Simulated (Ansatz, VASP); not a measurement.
**SrO: VASP beside Ansatz**

```
CELL_PARAMETERS angstrom
0.00000 2.69829 2.63404
2.69829 0.00000 2.63404
2.69829 2.69829 0.00000
ATOMIC_POSITIONS crystal
Sr 0.00000 0.00000 0.00000
O 0.50000 0.50000 0.50000
```

Change from the starting cell: strain +0.050 along x and y, +0.025 along z, atoms carried along.

Alike in both runs: task single point; functional LDA; k mesh 8 × 8 × 8; occupations gaussian, width 0.05 eV; no spin polarisation.

|  | VASP | Ansatz |
| --- | --- | --- |
| version | VASP 6.6.1 | Ansatz 0.2.0 |
| potentials or method | VASP PAW LDA potentials, release 64 (Sr_sv, O) | scalar-relativistic, plane waves, PAW |
| plane-wave cutoff (eV) | 520 | 420 |
| valence electrons in the cell | 16 | 16 |

|  | VASP | Ansatz | Ansatz less VASP |
| --- | --- | --- | --- |
| gap on the k mesh at the Fermi level (eV) | 2.96 | 2.97 | +0.005 |
| least direct gap on the mesh (eV) | 2.96 | 2.97 | +0.005 |
| pressure (GPa) | -11.4 | -11.8 | -0.40 |
| largest component of the traceless stress (GPa) | 0.90 | 0.82 | -0.081 |

A k mesh can miss the band edges.
